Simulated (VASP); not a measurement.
Runs of VASP 6.6.1 on LiH. Symmetry: Fm-3m, No. 225, cubic system. Conventional cell: a = 3.972 Å, b = 3.972 Å, c = 3.972 Å, α = 90.00°, β = 90.00°, γ = 90.00°. Li (site symmetry m-3m) has 6 H at 1.99 Å as nearest neighbours. Around H (site symmetry m-3m) lie 6 Li at 1.99 Å. 

| task | level | cell | k mesh | cutoff (eV) | grid for exact exchange (PRECFOCK) | exchange at q = 0 | share of exact exchange | screening parameter | gap on the mesh (eV) |
| --- | --- | --- | --- | --- | --- | --- | --- | --- | --- |
| band structure | PBE0 | as given | 10 × 10 × 10 | 520 | Fast | truncated | - | - | 4.63 |
| band structure | PBE-EpsX | as given | 8 × 8 × 8 | 520 | Fast | truncated | 0.225 | - | 4.46 |
| relaxation of cell and atoms | PBEsol | relaxed | 12 × 12 × 12 | 600 | - | - | - | - | 2.72 |
| band structure | PBE0 | as given | 8 × 8 × 8 | 520 | Fast | truncated | - | - | (a) |
| band structure | HSE06 | as given | 8 × 8 × 8 | 520 | Fast | - | - | 0.2 1/A | 3.97 |
| band structure | PBE | as given | 10 × 10 × 10 | 520 | Fast | - | - | - | 2.96 |
| band structure | PBE | as given | 8 × 8 × 8 | 520 | Fast | - | - | - | 2.96 |
| band structure | HSE06 | as given | 10 × 10 × 10 | 520 | Fast | - | - | 0.2 1/A | 3.97 |

Alike in all rows: potentials or basis VASP PAW PBE potentials, release 64 (Li_sv, H); no spin polarisation; smearing gaussian 0.03 eV.

Task: Fill in the values left out.

Result: (a) 4.64.

Caveats: the relaxation stopped at its first step, so nothing moved (some runs).

A k mesh can miss the band edges.
